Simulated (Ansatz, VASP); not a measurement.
**Al7As7H16 (AlAs wire along [100], 14 atoms a period, H-terminated): VASP beside Ansatz**

One calculation is typed for both programs; each brings its own data sets. How far apart do they land? The structure shown is the start of the Ansatz relaxation below; VASP solves that cell, so the two are compared at the walk's first step.

Program: Ansatz 0.2.0. Level of theory: plane waves, with VASP 6.6.1 beside it; single point at PBE. Results are calculated unless marked as measured.

## (1) Set-up

The cell holds 30 atoms: 7 Al, 16 H and 7 As. Its edges and angles: a = 15.764 Å, b = 15.764 Å, c = 5.730 Å, α = 90.0°, β = 90.0°, γ = 90.0°. Vacuum lies along a and b. The structure's axis is c.

## (2) Ansatz: relaxation, PBE

Ansatz runs on its default PAW (the set named soft_2) files.

The two programs are compared at the cell with which this relaxation starts, whose forces are those of its first step.

input.yaml reads:

```yaml
crystal:
  lattice:
    - [15.764, 0.0, 0.0]
    - [0.0, 15.764, 0.0]
    - [0.0, 0.0, 5.73]
  atoms:
    - { symbol: Al, position: [0.273181929, 0.636668353, 0.0] }
    - { symbol: Al, position: [0.454925141, 0.454925141, 0.0] }
    - { symbol: Al, position: [0.636668353, 0.636668353, 0.0] }
    - { symbol: H, position: [0.307285397, 0.307285397, 0.093823226] }
    - { symbol: H, position: [0.420821672, 0.784308097, 0.093823226] }
    - { symbol: H, position: [0.215681299, 0.579167724, 0.158191959] }
    - { symbol: H, position: [0.694168983, 0.694168983, 0.158191959] }
    - { symbol: As, position: [0.364053535, 0.364053535, 0.25] }
    - { symbol: As, position: [0.364053535, 0.72753996, 0.25] }
    - { symbol: As, position: [0.545796747, 0.545796747, 0.25] }
    - { symbol: H, position: [0.215681299, 0.51242577, 0.341808041] }
    - { symbol: H, position: [0.51242577, 0.215681299, 0.341808041] }
    - { symbol: H, position: [0.694168983, 0.397424512, 0.341808041] }
    - { symbol: H, position: [0.307285397, 0.784308097, 0.406176774] }
    - { symbol: Al, position: [0.273181929, 0.454925141, 0.5] }
    - { symbol: Al, position: [0.454925141, 0.273181929, 0.5] }
    - { symbol: Al, position: [0.454925141, 0.636668353, 0.5] }
    - { symbol: Al, position: [0.636668353, 0.454925141, 0.5] }
    - { symbol: H, position: [0.602564885, 0.784308097, 0.593823226] }
    - { symbol: H, position: [0.784308097, 0.602564885, 0.593823226] }
    - { symbol: H, position: [0.215681299, 0.397424512, 0.658191959] }
    - { symbol: H, position: [0.397424512, 0.215681299, 0.658191959] }
    - { symbol: As, position: [0.364053535, 0.545796747, 0.75] }
    - { symbol: As, position: [0.545796747, 0.364053535, 0.75] }
    - { symbol: As, position: [0.545796747, 0.72753996, 0.75] }
    - { symbol: As, position: [0.72753996, 0.545796747, 0.75] }
    - { symbol: H, position: [0.215681299, 0.694168983, 0.841808041] }
    - { symbol: H, position: [0.48902861, 0.784308097, 0.906176774] }
    - { symbol: H, position: [0.602564885, 0.307285397, 0.906176774] }
    - { symbol: H, position: [0.784308097, 0.48902861, 0.906176774] }
kpoints:
  mp_grid: { grid: [1, 1, 14] }
scf:
  occupations: { method: fermi_dirac, width: 0.05 }
hamiltonian:
  xc: pbe
relax:
  cell: { fix: [a, b, alpha, beta, gamma] }
  max_steps: 45
  f_tol: 0.03
```

Launch:

```sh
> ansatz run input.yaml --threads 4 --pin off --max-ram 16384MiB --backend cpu --events-out ev --progress --plain --runs-dir out
```

Numbers of over 12 decimals in the logs are rounded to 6 here.

The program printed:

```text
Engine: ansatz 0.2.0, aarch64-unknown-linux-gnu
Pseudopotentials: kind: paw
Pseudopotential: Al, paw, valence charge 3, recommended cutoff 420 eV (normal), Al.paw.azcp
Pseudopotential: H, paw, valence charge 1, recommended cutoff 420 eV (normal), H.paw.azcp
Pseudopotential: As, paw, valence charge 15, recommended cutoff 420 eV (normal), As.paw.azcp
Functional definition: PBE
  parameter kappa = 0.804
  parameter beta = 0.066725
  exchange = pbe_x(kappa = kappa, mu = beta*pi^2/3)
  correlation = pbe_c(beta = beta)
Crystal: 30 atoms, lattice volume = 1423.926 Å³
Basis set: ecut = 420 eV, 27819 PW (Γ), exchange–correlation on 216×216×80 points (8 copies of the dense FFT grid, shifted against one another)
Bands: 101, of which v1, the nominal top of the filled ones, is band 71 counted from 1 (70 counted from 0)
Symmetry: 1 space group operations
Space group: P1 (ITA 1), of the structure as read, at distance tolerance 1.1e-4 Å
k-points: 8 of 14 (time reversal used)
Non-local potential: Al, projectors of the file, l = 0: 2, l = 1: 2, l = 2: 1
Non-local potential: H, projectors of the file, l = 0: 2, l = 1: 1
Non-local potential: As, projectors of the file, l = 0: 2, l = 1: 2, l = 2: 3, l = 3: 1
PAW form: soft (Blöchl's): semilocal exchange-correlation on the pseudo side does not see the compensation charge
PAW one-centre angular grid: Al, 110 points (default); XC on 64 Gauss nodes
PAW one-centre angular grid: H, 110 points (default); XC on 64 Gauss nodes
PAW one-centre angular grid: As, 590 points (default); XC on 64 Gauss nodes
Initial density: superposition of atomic densities (neutral atoms: chi_scale 0, normalization atom), corrected by the library's trained network
Initial wavefunctions: pseudopotential atomic-orbital guess
Functional: x = pbe(κ = 0.804, μ = 0.219515), c = pbe(β = 0.066725)
SCF iter   1: F=—  HF=-38008.599944 eV  |F-HF|=—  |Δ(HF+E_count)|=         —  Δρ=3.33e-3  dr2=1.08e0  ethr=1.77e-3  ⟨swp⟩=7.0  Hψ=3766  notcnv=0  defer=54
preconditioner: auto → Resta (q_TF=auto, 1.858 Å⁻¹)  ε∞=1.8  [insulator: Δε(μ)=2.435 eV  Ē_g=9.082 eV  σ=0.050 eV  W_gap=1.00  n_scr=158 (ndim 8)  ℏωp=8.3 eV  f_vac=0.615  D(μ)=0.00/eV (n_scr^D=0)  ε∞_Penn≈1.8  vacuum switching on, ρ_ref=6.0e-3 e/Å³]
SCF iter   2: F=—  HF=-38008.300641 eV  |F-HF|=—  |Δ(HF+E_count)|=   2.99e-1  Δρ=1.82e-3  dr2=1.21e-1  ethr=7.63e-4  ⟨swp⟩=3.0  Hψ=1082  notcnv=0  defer=187
SCF iter   3: F=—  HF=-38008.283988 eV  |F-HF|=—  |Δ(HF+E_count)|=   1.67e-2  Δρ=7.61e-4  dr2=1.42e-2  ethr=8.51e-5  ⟨swp⟩=3.2  Hψ=1159  notcnv=0  defer=179
SCF iter   4: F=—  HF=-38008.286612 eV  |F-HF|=—  |Δ(HF+E_count)|=   2.62e-3  Δρ=3.12e-4  dr2=2.08e-3  ethr=1.00e-5  ⟨swp⟩=2.0  Hψ=821  notcnv=0  defer=179
SCF iter   5: F=—  HF=-38008.287462 eV  |F-HF|=—  |Δ(HF+E_count)|=   8.50e-4  Δρ=7.57e-5  dr2=1.42e-4  ethr=1.47e-6  ⟨swp⟩=2.0  Hψ=997  notcnv=0  defer=179
SCF iter   6: F=—  HF=-38008.287493 eV  |F-HF|=—  |Δ(HF+E_count)|=   3.07e-5  Δρ=2.37e-5  dr2=1.25e-5  ethr=1.00e-7  ⟨swp⟩=2.0  Hψ=1077  notcnv=0  defer=179
SCF iter   7: F=—  HF=-38008.287788 eV  |F-HF|=—  |Δ(HF+E_count)|=   2.95e-4  Δρ=8.89e-6  dr2=1.46e-6  ethr=8.81e-9  ⟨swp⟩=2.0  Hψ=1018  notcnv=0  defer=179
SCF iter   8: F=—  HF=-38008.287789 eV  |F-HF|=—  |Δ(HF+E_count)|=   1.33e-6  Δρ=2.83e-6  dr2=1.94e-7  ethr=1.03e-9  ⟨swp⟩=2.0  Hψ=1077  notcnv=0  defer=179
SCF iter   9: F=-38008.287789 eV  HF=-38008.287789 eV  |F-HF|=1.03e-8  |Δ(HF+E_count)|=   1.62e-7  Δρ=7.11e-7  dr2=1.16e-8  ethr=7.04e-11  ⟨swp⟩=4.0  Hψ=2246  notcnv=0
SCF 1 converged in 9 iterations: F = -38008.287789 eV  dr2 = 1.16e-8
  greatest PAW one-centre occupation: 0.999 electrons in one spin orbital (limit 2), on the As atom at site 8 (counted from 0), in its partial waves of l = 2
relax step   1: F+E_penalty+E_count = -38008.28778916 eV  Δ(F+E_penalty+E_count) = +0.000e0 eV  max|allowed force component| = 7.829e-1 eV/Å  Δτ_max = 0.0000 Å  P = +0.280 GPa  Ω = 1423.926 Å³  fix = [a, b, alpha, beta, gamma]  reactions: a +0.173, b +0.254 GPa; alpha -0.054, beta -0.122, gamma -0.001 GPa/rad  (9 SCF iters, dr2 threshold 1.00e-7 eV, accepted)
[...]
relax step  12: F+E_penalty+E_count = -38010.01194495 eV  Δ(F+E_penalty+E_count) = -5.415e-4 eV  max|allowed force component| = 1.579e-2 eV/Å  Δτ_max = 0.0494 Å  P = -0.008 GPa  Ω = 1465.097 Å³  energy of the carried Pulay correction = -7.149e-3 eV  fix = [a, b, alpha, beta, gamma]  reactions: a -0.011, b -0.013 GPa; alpha +0.001, beta +0.003, gamma -0.006 GPa/rad  (7 SCF iters, dr2 threshold 7.19e-8 eV, accepted)
[...]
relax step  13: F+E_penalty+E_count = -38010.02047953 eV  Δ(F+E_penalty+E_count) = -8.535e-3 eV  max|allowed force component| = 1.584e-2 eV/Å  Δτ_max = 0.0000 Å  P = -0.002 GPa  Ω = 1465.097 Å³  fix = [a, b, alpha, beta, gamma]  reactions: a -0.008, b -0.010 GPa; alpha +0.001, beta +0.003, gamma -0.006 GPa/rad  stress off target by 1.21e-2 GPa on what of the cell is left free  SCF on the basis re-selected at this cell (its energy is not comparable with the rows above)  (6 SCF iters)
basis re-selected at this cell: Δ(F+E_penalty+E_count) = -8.535e-3 eV, ΔP = +0.006 GPa vs the last step (what re-selecting the basis moved, of the pressure what is left beyond the Pulay correction that the steps carried, after the strain that the cell walked since its last selection, with what the two solves' SCF thresholds leave and, on support functions, any second-order correction that the steps lacked; it is no m [...]
SCF converged after 6 iterations
Free energy (F): -38010.020480 eV
Harris-Foulkes:  -38010.020480 eV  (|F-HF|=1.53e-10)
Internal energy: -38010.020480 eV  (E = F + TS)
E sigma→0 (E₀):  -38010.020480 eV
Fermi energy:    -1.682314 eV
--- Per-component energies (eV) ---
  E_band       = -3131.212623
  E_kinetic    = 1084.214712
  E_local      = -48857.498990  (includes V_loc(G=0)·N_el)
  E_nonlocal   = -4592.274031
  E_hartree    = 24291.424504
  E_xc         = -965.395798
  E_vxc        = -927.723511  (∫ρ·V_xc dr)
  E_paw        = -16132.065117  (= ΣΔE_a)
  E_vpaw       = 1579.240031  (= ΣTr[D̂ρ^β])
  E_aug_tail   = -0.018783  (compensation charges beyond the density's cutoff)
  E_ewald      = 7161.593024
  E_smearing   = -0.000000  (= −TS)
  E_closure    = -0.000000  (closes the sum)
  Σ components = -38010.020480   (vs F -38010.020480, Δ=0.00e0)
--- Forces (eV/Å), atoms counted from 1 ---
  atom   1  Al     0.00998113    -0.01583604     0.01568438
  atom   2  Al    -0.00387484     0.00272549    -0.00392020
  atom   3  Al     0.00384080    -0.00586371    -0.00902881
  atom   4  H      0.00001505    -0.00409283    -0.00077155
  atom   5  H      0.00435667     0.00169509    -0.00071524
  atom   6  H     -0.01511653    -0.01084026     0.00821464
  atom   7  H      0.00058033     0.00217988     0.00126953
  atom   8  As     0.00526860     0.00330958     0.00592088
  atom   9  As    -0.00225021    -0.00305215    -0.00292443
  atom  10  As    -0.00400223    -0.00511113    -0.00707582
  atom  11  H      0.00993290    -0.00137858     0.00274850
  atom  12  H     -0.00528702     0.00556308     0.00330437
  atom  13  H     -0.00231627    -0.00033324    -0.00197106
  atom  14  H      0.00352953     0.00265245    -0.00269109
  atom  15  Al    -0.01043076    -0.00098528     0.00021426
  atom  16  Al    -0.00519589    -0.01057774     0.00214713
  atom  17  Al    -0.01145289     0.00239237     0.00049931
  atom  18  Al     0.00526680    -0.00114272     0.00563925
  atom  19  H      0.00370307     0.00125207    -0.00236110
  atom  20  H      0.00092926     0.00134694    -0.00086571
  atom  21  H     -0.00152561     0.00692157    -0.00694133
  atom  22  H      0.00790476     0.00528522    -0.00641576
  atom  23  As     0.00732292     0.00348187     0.00332786
  atom  24  As    -0.00063507    -0.00347722     0.00289653
  atom  25  As     0.00717104     0.00068166     0.00408750
  atom  26  As    -0.00200062     0.00494267     0.00575599
  atom  27  H     -0.00032726     0.01541638    -0.01468441
  atom  28  H     -0.00740811     0.00300263     0.00336966
  atom  29  H     -0.00096976     0.00224750    -0.00279351
  atom  30  H      0.00299405    -0.00240557    -0.00191680
  max |Σ_I F_I| component: 3.82e-6 eV/Å
--- Stress (GPa, compression-positive) ---
       -0.008274       0.005720      -0.003112
        0.005708      -0.010332      -0.000563
       -0.003108      -0.000563       0.012127
  P = ⅓ Tr σ = -0.0022 GPa (-0.022 kbar)
--- Relaxed structure (12 steps of the walk, 11 accepted, 1 SCFs on fresh bases) ---
  F+E_penalty+E_count = -38010.02047953 eV   max|allowed force component| = 1.584e-2 eV/Å   (the final SCF, on the basis selected at the relaxed cell)
  cell:  # Å, volume = 1465.0966 Å³
    - [15.764, 0, 0]
    - [0, 15.764, 0]
    - [0, 0, 5.895673]
  atoms:
    - { symbol: Al, position: [0.263792, 0.655147, -0.071254] }
    - { symbol: Al, position: [0.450331, 0.456121, 0.00732877] }
    - { symbol: Al, position: [0.636495, 0.642125, 0.039199] }
    - { symbol: H, position: [0.317237, 0.315897, 0.117917] }
    - { symbol: H, position: [0.414253, 0.781954, 0.166068] }
    - { symbol: H, position: [0.181607, 0.618352, 0.048880] }
    - { symbol: H, position: [0.694019, 0.707193, 0.177553] }
    - { symbol: As, position: [0.371200, 0.368330, 0.279619] }
    - { symbol: As, position: [0.355552, 0.713031, 0.254807] }
    - { symbol: As, position: [0.544987, 0.545196, 0.256154] }
    - { symbol: H, position: [0.203329, 0.501942, 0.384750] }
    - { symbol: H, position: [0.538069, 0.228460, 0.315153] }
    - { symbol: H, position: [0.703948, 0.399863, 0.349757] }
    - { symbol: H, position: [0.305061, 0.768320, 0.416192] }
    - { symbol: Al, position: [0.264900, 0.443053, 0.531320] }
    - { symbol: Al, position: [0.464038, 0.261894, 0.478502] }
    - { symbol: Al, position: [0.446462, 0.623647, 0.504732] }
    - { symbol: Al, position: [0.634586, 0.449786, 0.494116] }
    - { symbol: H, position: [0.606252, 0.762690, 0.587271] }
    - { symbol: H, position: [0.783218, 0.596118, 0.654818] }
    - { symbol: H, position: [0.230646, 0.373991, 0.707680] }
    - { symbol: H, position: [0.407574, 0.199059, 0.627998] }
    - { symbol: As, position: [0.358031, 0.543128, 0.762540] }
    - { symbol: As, position: [0.536436, 0.369234, 0.739056] }
    - { symbol: As, position: [0.546193, 0.713737, 0.740369] }
    - { symbol: As, position: [0.713328, 0.545761, 0.770105] }
    - { symbol: H, position: [0.260383, 0.734452, 0.759754] }
    - { symbol: H, position: [0.501692, 0.789720, 0.843932] }
    - { symbol: H, position: [0.597193, 0.319761, 0.889996] }
    - { symbol: H, position: [0.769835, 0.490117, 0.915688] }
```

In the SCF lines HF is the Harris–Foulkes energy and dr2 the Hartree energy of the density residual, in eV; the loop may stop once dr2 is under the threshold and the program's other checks hold. Hψ counts applications of the Hamiltonian.

(Part 1 of 2 ends here.)

[Lines on the potential files, build, host, timing and source positions are cut from VASP's logs without a mark.]

[Logs are printed without paths, hosts, clocks, repeated set-up lines and the standing remarks that a program may print on its own settings, such as how far it seeks lower states.]

[Hosts, paths, dates, database ids (printed as entryN), source tags and the programs' standing remarks are cut or masked in the printed files.]
